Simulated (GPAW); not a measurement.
# PbS (Galena) (Fm-3m) in GPAW: settings compared, part 3 of 3

GPAW 26.7.0. The steps go on from the part before.

## Step 4: Dielectric tensor, PBE

This run uses another cell than the first one, of 24.52 Å³/atom, 0.940 times its volume.

Contents of run.py:

```python
import numpy as np
from ase import Atoms
from ase.dft.bandgap import bandgap
from ase.io import write
from gpaw import GPAW, PW
from gpaw.response.df import DielectricFunction

atoms = Atoms(['Pb', 'S'],
              cell=[[0.0, 2.9052075019, 2.9052075019],
                    [2.9052075019, 0.0, 2.9052075019],
                    [2.9052075019, 2.9052075019, 0.0]],
              scaled_positions=[[0.0, 0.0, 0.0],
                                [0.5, 0.5, 0.5]],
              pbc=True)

calc = GPAW(mode=PW(500),
            xc='PBE',
            kpts={'size': (6, 6, 6), 'gamma': True},
            occupations={'name': 'fermi-dirac', 'width': 0.001},
            nbands=19,
            convergence={'density': 1e-06},
            maxiter=150,
            txt='gpaw.txt')
atoms.calc = calc
energy = atoms.get_potential_energy()
calc.write('gs.gpw')
write('result.traj', atoms)
print(f'Energy: {energy:.6f} eV')
print('Fermi level:', round(calc.get_fermi_level(), 4), 'eV')
print(f'Gap: {bandgap(calc)[0]:.4f} eV, direct: {bandgap(calc, direct=True)[0]:.4f} eV')

for size in [(20, 20, 20)]:
    name = 'x'.join(str(n) for n in size)
    dense = calc.fixed_density(kpts={'size': size, 'gamma': True},
                               nbands=36, convergence={'bands': 30, 'eigenstates': 1e-7},
                               update_fermi_level=True, txt=f'dense-{name}.txt')
    dense.write(f'{name}.gpw', mode='all')
    df = DielectricFunction(f'{name}.gpw', frequencies=np.array([0.0]), hilbert=False, eta=0.001,
                            ecut=80, nbands=30, intraband=False, txt=f'df-{name}.txt')
    for xc in ['RPA']:
        for direction in ['x', 'y', 'z', [0, 1, 1], [1, 0, 1], [1, 1, 0]]:
            e0, e = df.get_macroscopic_dielectric_constant(xc=xc, direction=direction)
            print(f'{name} {xc} {direction}: {e0:.4f} without, {e:.4f} with local fields')
```

Potentials or basis: GPAW PAW data sets (gpaw-data 1.2.1), pw.

Launch:

```
$ OMP_NUM_THREADS=1 python run.py
```

gpaw.txt:

```text
__  _  _
 | _ |_)|_||  |
 |__||  | ||/\| - 26.7.0

Input parameters:
  mode=PW(ecut=500.0),
  convergence={'density': 1e-06},
  kpts=MonkhorstPack(size=(6, 6, 6), gamma=True),
  maxiter=150,
  nbands=19,
  occupations=Occupations(name='fermi-dirac', width=0.001),
  xc=XC(name='PBE')

Diagonalizing LCAO Hamiltonian
Converting LCAO to pw mode

                S

       Pb

Atoms  # Å, Bohr magnetons
|   | symbol |        x |        y |        z |    initial magnetic moments |
|---|--------|----------|----------|----------|-----------------------------|
| 0 |     Pb | 0.000000 | 0.000000 | 0.000000 | ( 0.0000,  0.0000,  0.0000) |
| 1 |      S | 2.905208 | 2.905208 | 2.905208 | ( 0.0000,  0.0000,  0.0000) |

Unit cell  # Å
| periodic |        x |        y |        z |  lengths |    angles |
|----------|----------|----------|----------|----------|-----------|
|      yes | 0.000000 | 2.905208 | 2.905208 | 4.108584 | 60.000000 |
|      yes | 2.905208 | 0.000000 | 2.905208 | 4.108584 | 60.000000 |
|      yes | 2.905208 | 2.905208 | 0.000000 | 4.108584 | 60.000000 |

Number of symmetries: 48
Symmetry operations  # r_c * U_cc + t_c -> r_c
|    | kind |            matrix            |
|----|------|------------------------------|
|  0 |  σ   |  1, 0, 0,  1, 0,-1,  1,-1, 0 |
|  1 |  C2  |  1, 0, 0,  1,-1, 0,  1, 0,-1 |
|  2 |  E   |  1, 0, 0,  0, 1, 0,  0, 0, 1 |
|  3 |  σ   |  1, 0, 0,  0, 0, 1,  0, 1, 0 |
|  4 |  C4  |  1, 0,-1,  1, 0, 0,  1,-1, 0 |
|  5 |  S6  |  1, 0,-1,  1,-1, 0,  1, 0, 0 |
|  6 |  σ   |  1, 0,-1,  0, 1,-1,  0, 0,-1 |
|  7 |  C3  |  1, 0,-1,  0, 0,-1,  0, 1,-1 |
|  8 |  S6  |  1,-1, 0,  1, 0, 0,  1, 0,-1 |
|  9 |  C4  |  1,-1, 0,  1, 0,-1,  1, 0, 0 |
| 10 |  C3  |  1,-1, 0,  0,-1, 1,  0,-1, 0 |
| 11 |  σ   |  1,-1, 0,  0,-1, 0,  0,-1, 1 |
| 12 |  σ   |  0, 1, 0,  1, 0, 0,  0, 0, 1 |
| 13 |  C4  |  0, 1, 0,  0, 1,-1, -1, 1, 0 |
| 14 |  C3  |  0, 1, 0,  0, 0, 1,  1, 0, 0 |
| 15 |  S6  |  0, 1, 0, -1, 1, 0,  0, 1,-1 |
| 16 |  C2  |  0, 1,-1,  1, 0,-1,  0, 0,-1 |
| 17 |  σ   |  0, 1,-1,  0, 1, 0, -1, 1, 0 |
| 18 |  S4  |  0, 1,-1,  0, 0,-1,  1, 0,-1 |
| 19 |  C4  |  0, 1,-1, -1, 1, 0,  0, 1, 0 |
| 20 |  C3  |  0, 0, 1,  1, 0, 0,  0, 1, 0 |
| 21 |  σ   |  0, 0, 1,  0, 1, 0,  1, 0, 0 |
| 22 |  S6  |  0, 0, 1,  0,-1, 1, -1, 0, 1 |
| 23 |  C4  |  0, 0, 1, -1, 0, 1,  0,-1, 1 |
| 24 |  S4  |  0, 0,-1,  1, 0,-1,  0, 1,-1 |
| 25 |  C3  |  0, 0,-1,  0, 1,-1,  1, 0,-1 |
| 26 |  C2  |  0, 0,-1,  0,-1, 0, -1, 0, 0 |
| 27 |  S6  |  0, 0,-1, -1, 0, 0,  0,-1, 0 |
| 28 |  S4  |  0,-1, 1,  1,-1, 0,  0,-1, 0 |
| 29 |  C4  |  0,-1, 1,  0, 0, 1, -1, 0, 1 |
| 30 |  C2  |  0,-1, 1,  0,-1, 0,  1,-1, 0 |
| 31 |  σ   |  0,-1, 1, -1, 0, 1,  0, 0, 1 |
| 32 |  C3  |  0,-1, 0,  1,-1, 0,  0,-1, 1 |
| 33 |  S6  |  0,-1, 0,  0, 0,-1, -1, 0, 0 |
| 34 |  S4  |  0,-1, 0,  0,-1, 1,  1,-1, 0 |
| 35 |  C2  |  0,-1, 0, -1, 0, 0,  0, 0,-1 |
| 36 |  C2  | -1, 1, 0,  0, 1, 0,  0, 1,-1 |
| 37 |  S6  | -1, 1, 0,  0, 1,-1,  0, 1, 0 |
| 38 |  S4  | -1, 1, 0, -1, 0, 1, -1, 0, 0 |
| 39 |  C3  | -1, 1, 0, -1, 0, 0, -1, 0, 1 |
| 40 |  S6  | -1, 0, 1,  0, 0, 1,  0,-1, 1 |
| 41 |  C2  | -1, 0, 1,  0,-1, 1,  0, 0, 1 |
| 42 |  C3  | -1, 0, 1, -1, 1, 0, -1, 0, 0 |
| 43 |  S4  | -1, 0, 1, -1, 0, 0, -1, 1, 0 |
| 44 |  C2  | -1, 0, 0,  0, 0,-1,  0,-1, 0 |
| 45 |  i   | -1, 0, 0,  0,-1, 0,  0, 0,-1 |
| 46 |  σ   | -1, 0, 0, -1, 1, 0, -1, 0, 1 |
| 47 |  C2  | -1, 0, 0, -1, 0, 1, -1, 1, 0 |

BZ-sampling:
  Number of BZ points: 216
  Number of IBZ points: 16

  Monkhorst-Pack size: [6, 6, 6]
  Monkhorst-Pack shift: [0.08333333333333333, 0.08333333333333333, 0.08333333333333333]

K-points  # in reciprocal-cell coordinates
|     |                                coordinates |     weight |
|-----|--------------------------------------------|------------|
|   0 | (  0.00000000,   0.00000000,   0.00000000) | 0.00462963 |
|   1 | (  0.16666667,   0.16666667,   0.00000000) | 0.02777778 |
|   2 | (  0.16666667,   0.16666667,   0.16666667) | 0.03703704 |
|   3 | (  0.33333333,   0.16666667,   0.16666667) | 0.05555556 |
|   4 | (  0.33333333,   0.33333333,  -0.33333333) | 0.05555556 |
|   5 | (  0.33333333,   0.33333333,   0.00000000) | 0.02777778 |
|   6 | (  0.33333333,   0.33333333,   0.16666667) | 0.11111111 |
|   7 | (  0.33333333,   0.33333333,   0.33333333) | 0.03703704 |
|   8 | (  0.50000000,   0.33333333,  -0.33333333) | 0.11111111 |
|   9 | (  0.50000000,   0.33333333,  -0.16666667) | 0.05555556 |
| ... |                                            |            |
|  15 | (  0.50000000,   0.50000000,   0.50000000) | 0.01851852 |

Plane wave coefficients: 1267
Cutoff: 500.0 eV

Spin-components: 1 (collinear spins)
Bands:           19
Projectors:      11
Spin-degeneracy: 2
Datatype:        complex128

Parallelization:
  kpt:    1
  domain: 1
  band:   1

Density:
  Valence electrons: 20.0
  Components: 1
  Grid points: [24 24 24]
  Charge: 0.0  # |e|

Potential:
  Grid points: [24 24 24]

species:
  Pb:
    name:    Lead
    Z:       82.0
    valence: 14
    core:    68
    charge:  0.0  # [|e|]
    compensation charges:
      type: gauss
      rc: 0.38  # [Å]
      lmax: 2
    cutoffs:
      filter: 2.36  # [Å]
      core: 2.43  # [Å]
    projectors
    | kind |    occ | energy [eV] | rcut [Å] |
    |------|--------|-------------|----------|
    |   6s |  2.000 |     -11.969 |    1.259 |
    |   6p |  2.000 |      -3.506 |    1.275 |
    |   5d | 10.000 |     -21.211 |    1.217 |
    |    s |        |      15.243 |    1.259 |
    |    p |        |      23.705 |    1.275 |
    |    d |        |       6.001 |    1.217 |

    Using partial waves for Pb as LCAO basis

  S:
    name:    Sulfur
    Z:       16.0
    valence: 6
    core:    10
    charge:  0.0  # [|e|]
    compensation charges:
      type: gauss
      rc: 0.24  # [Å]
      lmax: 2
    cutoffs:
      filter: 1.77  # [Å]
      core: 1.66  # [Å]
    projectors
    | kind |    occ | energy [eV] | rcut [Å] |
    |------|--------|-------------|----------|
    |   3s |  2.000 |     -17.254 |    0.974 |
    |   3p |  4.000 |      -7.008 |    0.979 |
    |    s |        |       9.957 |    0.974 |
    |    p |        |      20.203 |    0.979 |
    |    d |        |       0.000 |    0.900 |

    Using partial waves for S as LCAO basis

Reference energy: -578132.083262  # eV

eigensolver:
  PPCG
  Converge bands: occupied
  niter=2

density mixing:
  MSR1-Mixer
  Pratt-step length: 0.05
  Maximum mixing coefficient: 0.75
  Old densities: 10
  SVD Regularization: 0.005
  Good broyden scale: 1.0
  Trust region scale: 1.0
  Backstep threshold: 4.0
  History deletion threshold: 6.0
  Fourier metric: weight=20.0, sigma=0.015

occupation numbers:
  Fermi-Dirac:
    width: 0.0010  # eV

poisson solver:
  ecut: 4000.0  # eV

xc functional:
  name: PBE with 2 nearest neighbor stencil

convergence criteria:
- Maximum integral of absolute [dens]ity change: 1e-06 electrons / valence electron
- Maximum [total energy] change in last 3 cyles: 0.0005 eV / valence electron
- Maximum integral of absolute [eigenst]ate change: 4e-08 eV^2 / valence electron
maximum number of iterations: 150

SCF iterations
|iter     | |      energy | eigst |  dens |
|---------|-|-------------|-------|-------|
|iter:   1| |   -9.269147 | -0.11 |       |
|iter:   2| |   -9.176120 | -1.94 | -1.19 |
|iter:   3| |   -8.883746 | -1.68 | -1.24 |
|iter:   4| |   -8.885653 | -3.76 | -1.84 |
|iter:   5| |   -8.886597c| -4.27 | -2.21 |
|iter:   6| |   -8.886631c| -5.64 | -3.21 |
|iter:   7| |   -8.886635c| -6.73 | -3.69 |
|iter:   8| |   -8.886635c| -7.75c| -4.46 |
|iter:   9| |   -8.886635c| -7.91c| -5.15 |
|iter:  10| |   -8.886635c| -8.78c| -5.68 |
|iter:  11| |   -8.886635c| -9.09c| -6.60c|

Converged in 11 steps
Energy contributions relative to reference atoms: (reference = -578132.083262)

Energy contributions:
  Kinetic:          23.526686
  Coulomb:         -22.862063
  Zero:              0.021008
  External:          0.000000
  Xc:               -9.572265
  Entropy:          -0.000000
  Spinorbit:         0.000000
  ----------------------------
  Free energy:      -8.886635
  Extrapolated:     -8.886635

dipole moment: (-24.575911, -24.575911, -24.575911)  # |e|*Ang

Fermi level: 7.247
Eigenvalues  # (at kpt = [0.000, 0.000, 0.000])
| band index |      eig [eV] | occ [0-2] |
|------------|---------------|-----------|
|          0 |        -9.826 |     2.000 |
|        ... |               |           |
|          2 |        -9.826 |     2.000 |
|          3 |        -9.818 |     2.000 |
|          4 |        -9.818 |     2.000 |
|          5 |        -7.074 |     2.000 |
|          6 |         1.245 |     2.000 |
|          7 |         4.596 |     2.000 |
[... 9 lines left out ...]
|         17 |        16.115 |     0.000 |
|         18 |        16.115 |     0.000 |

Gap: 0.056 eV
Transition (v -> c):
  (s=0, k=15, n=9, [0.50, 0.50, 0.50]) -> (s=0, k=15, n=10, [0.50, 0.50, 0.50])
No difference between direct/indirect transitions
# Writing to gs.gpw (mode='')
```

Run time: 5.4 min. Hardware: 1 thread of Arm Neoverse V1, shared host; peak memory 0.55 GiB.

What came out:

```
Free energy                             : -8.8866 eV
Band gap on the k mesh                  : 0.06 eV, direct
Electronic dielectric tensor (diagonal) : 155.67
```

Electronic dielectric tensor:
```
155.67   0.00   0.00
  0.00 155.67   0.00
  0.00   0.00 155.67
```

Caveat: the gap is small at this level, which inflates the dielectric constant; the long-wavelength limit can be off by a per cent or two; spin-orbit coupling is left out, which as a rule narrows the gap of such compounds by several tenths of an eV.

## Step 5: Dielectric tensor, PBE

This run uses another cell than the first one, of 25.04 Å³/atom, 0.960 times its volume.

run.py, as its differences from that of step 4:

```diff
@@ -8,5 +8,5 @@
 atoms = Atoms(['Pb', 'S'],
-              cell=[[0.0, 2.9052075019, 2.9052075019],
-                    [2.9052075019, 0.0, 2.9052075019],
-                    [2.9052075019, 2.9052075019, 0.0]],
+              cell=[[0.0, 2.9256673838, 2.9256673838],
+                    [2.9256673838, 0.0, 2.9256673838],
+                    [2.9256673838, 2.9256673838, 0.0]],
               scaled_positions=[[0.0, 0.0, 0.0],
```

Potentials or basis: GPAW PAW data sets (gpaw-data 1.2.1), pw.

Launch:

```
$ OMP_NUM_THREADS=1 python run.py
```

gpaw.txt:

```text
__  _  _
 | _ |_)|_||  |
 |__||  | ||/\| - 26.7.0

Input parameters:
  mode=PW(ecut=500.0),
  convergence={'density': 1e-06},
  kpts=MonkhorstPack(size=(6, 6, 6), gamma=True),
  maxiter=150,
  nbands=19,
  occupations=Occupations(name='fermi-dirac', width=0.001),
  xc=XC(name='PBE')

Diagonalizing LCAO Hamiltonian
Converting LCAO to pw mode

                S

       Pb

Atoms  # Å, Bohr magnetons
|   | symbol |        x |        y |        z |    initial magnetic moments |
|---|--------|----------|----------|----------|-----------------------------|
| 0 |     Pb | 0.000000 | 0.000000 | 0.000000 | ( 0.0000,  0.0000,  0.0000) |
| 1 |      S | 2.925667 | 2.925667 | 2.925667 | ( 0.0000,  0.0000,  0.0000) |

Unit cell  # Å
| periodic |        x |        y |        z |  lengths |    angles |
|----------|----------|----------|----------|----------|-----------|
|      yes | 0.000000 | 2.925667 | 2.925667 | 4.137518 | 60.000000 |
|      yes | 2.925667 | 0.000000 | 2.925667 | 4.137518 | 60.000000 |
|      yes | 2.925667 | 2.925667 | 0.000000 | 4.137518 | 60.000000 |

Number of symmetries: 48
Symmetry operations  # r_c * U_cc + t_c -> r_c
|    | kind |            matrix            |
|----|------|------------------------------|
|  0 |  σ   |  1, 0, 0,  1, 0,-1,  1,-1, 0 |
|  1 |  C2  |  1, 0, 0,  1,-1, 0,  1, 0,-1 |
|  2 |  E   |  1, 0, 0,  0, 1, 0,  0, 0, 1 |
|  3 |  σ   |  1, 0, 0,  0, 0, 1,  0, 1, 0 |
[... 148 lines left out ...]
density mixing:
  MSR1-Mixer
  Pratt-step length: 0.05
  Maximum mixing coefficient: 0.75
  Old densities: 10
  SVD Regularization: 0.005
  Good broyden scale: 1.0
  Trust region scale: 1.0
  Backstep threshold: 4.0
  History deletion threshold: 6.0
  Fourier metric: weight=20.0, sigma=0.015

occupation numbers:
  Fermi-Dirac:
    width: 0.0010  # eV

poisson solver:
  ecut: 4000.0  # eV

xc functional:
  name: PBE with 2 nearest neighbor stencil

convergence criteria:
- Maximum integral of absolute [dens]ity change: 1e-06 electrons / valence electron
- Maximum [total energy] change in last 3 cyles: 0.0005 eV / valence electron
- Maximum integral of absolute [eigenst]ate change: 4e-08 eV^2 / valence electron
maximum number of iterations: 150

SCF iterations
|iter     | |      energy | eigst |  dens |
|---------|-|-------------|-------|-------|
|iter:   1| |   -9.320740 | -0.15 |       |
|iter:   2| |   -9.222759 | -1.95 | -1.18 |
|iter:   3| |   -8.919651 | -1.67 | -1.23 |
|iter:   4| |   -8.921634 | -3.76 | -1.83 |
|iter:   5| |   -8.922619c| -4.26 | -2.19 |
|iter:   6| |   -8.922654c| -5.61 | -3.19 |
|iter:   7| |   -8.922659c| -6.69 | -3.67 |
|iter:   8| |   -8.922659c| -7.70c| -4.46 |
|iter:   9| |   -8.922659c| -7.81c| -5.17 |
|iter:  10| |   -8.922659c| -8.74c| -5.64 |
|iter:  11| |   -8.922659c| -9.07c| -6.57c|

Converged in 11 steps
Energy contributions relative to reference atoms: (reference = -578132.083262)

Energy contributions:
  Kinetic:          21.796693
  Coulomb:         -21.492597
  Zero:              0.021700
  External:          0.000000
  Xc:               -9.248454
  Entropy:          -0.000000
  Spinorbit:         0.000000
  ----------------------------
  Free energy:      -8.922659
  Extrapolated:     -8.922659

dipole moment: (-24.744814, -24.744814, -24.744814)  # |e|*Ang

Fermi level: 6.975
Eigenvalues  # (at kpt = [0.000, 0.000, 0.000])
| band index |      eig [eV] | occ [0-2] |
|------------|---------------|-----------|
|          0 |       -10.085 |     2.000 |
|        ... |               |           |
|          2 |       -10.085 |     2.000 |
|          3 |       -10.077 |     2.000 |
|          4 |       -10.077 |     2.000 |
|          5 |        -7.172 |     2.000 |
|          6 |         0.902 |     2.000 |
|          7 |         4.406 |     2.000 |
[... 9 lines left out ...]
|         17 |        15.826 |     0.000 |
|         18 |        15.826 |     0.000 |

Gap: 0.148 eV
Transition (v -> c):
  (s=0, k=15, n=9, [0.50, 0.50, 0.50]) -> (s=0, k=15, n=10, [0.50, 0.50, 0.50])
No difference between direct/indirect transitions
# Writing to gs.gpw (mode='')
```

stdout:

```text
Energy: -8.922659 eV
Fermi level: 6.9752 eV
Gap: 0.1479 eV, direct: 0.1479 eV
20x20x20 RPA x: 27.4581 without, 25.8878 with local fields
20x20x20 RPA y: 27.4581 without, 25.8878 with local fields
20x20x20 RPA z: 27.4581 without, 25.8878 with local fields
20x20x20 RPA [0, 1, 1]: 27.4581 without, 25.8878 with local fields
20x20x20 RPA [1, 0, 1]: 27.4581 without, 25.8878 with local fields
20x20x20 RPA [1, 1, 0]: 27.4581 without, 25.8878 with local fields
```

df-20x20x20.txt:

```text
FrequencyGridDescriptor(from 0.000 to 0.000 eV, 1 points)
FrequencyGridDescriptor(from 0.000 to 0.000 eV, 1 points)

Calculating chi0 body with:
    Ground state adapter containing:
    Number of spins: 1
    Number of kpoints: 8000
    Number of irreducible kpoints: 256
    Number of completely occupied states: 10
    Number of partially occupied states: 10

    Linear response parametrization:
    q_c: [0.0, 0.0, 0.0]
    Number of frequency points: 1
    Planewave cutoff: 80.0
    Number of bands: 30
    Number of planewaves: 65
    Broadening (eta): 0.001

Integrating chi0 body.

Symmetries of q_c:
    Direct symmetries (Uq -> q): 48
    Indirect symmetries (TUq -> q): 0
In total 48 allowed symmetries.

Integral kind: response function

Calculating chi0 optical extensions with:
    Ground state adapter containing:
    Number of spins: 1
    Number of kpoints: 8000
    Number of irreducible kpoints: 256
    Number of completely occupied states: 10
    Number of partially occupied states: 10

    Linear response parametrization:
    Number of frequency points: 1
    Planewave cutoff: 80.0
    Number of bands: 30
    Number of planewaves: 65
    Broadening (eta): 0.001
Integrating chi0 head and wings.

Symmetries of q_c:
    Direct symmetries (Uq -> q): 48
    Indirect symmetries (TUq -> q): 0
In total 48 allowed symmetries.

Integral kind: response function wings

Finished calculating chi0
```

Run time: 5.5 min. Hardware: 1 thread of Arm Neoverse V1, shared host; peak memory 0.56 GiB.

What came out:

- Free energy: -8.9227 eV
- Band gap on the k mesh: 0.15 eV, direct
- Electronic dielectric tensor (diagonal): 25.89

Electronic dielectric tensor:
```
25.89  0.00  0.00
 0.00 25.89  0.00
 0.00  0.00 25.89
```

Caveat: the gap is small at this level, which inflates the dielectric constant; the long-wavelength limit can be off by a per cent or two; spin-orbit coupling is left out, which as a rule narrows the gap of such compounds by several tenths of an eV.

## Step 6: How close it comes

Step 4. Measured high-frequency dielectric constant of PbS: 17.2 (300 K; a printed reference work, monograph). This calculation gives 155.67 (+805.1 %). So large a miss can be the level of theory's own, or it may mean another phase, state or a wrong row.

Step 5. A measured high-frequency dielectric constant of PbS is 17.2 (300 K; a printed reference work, monograph); the calculated 25.89 misses it by +50.5 %. So large a miss can be the level of theory's own, or it may mean another phase, state or a wrong row.
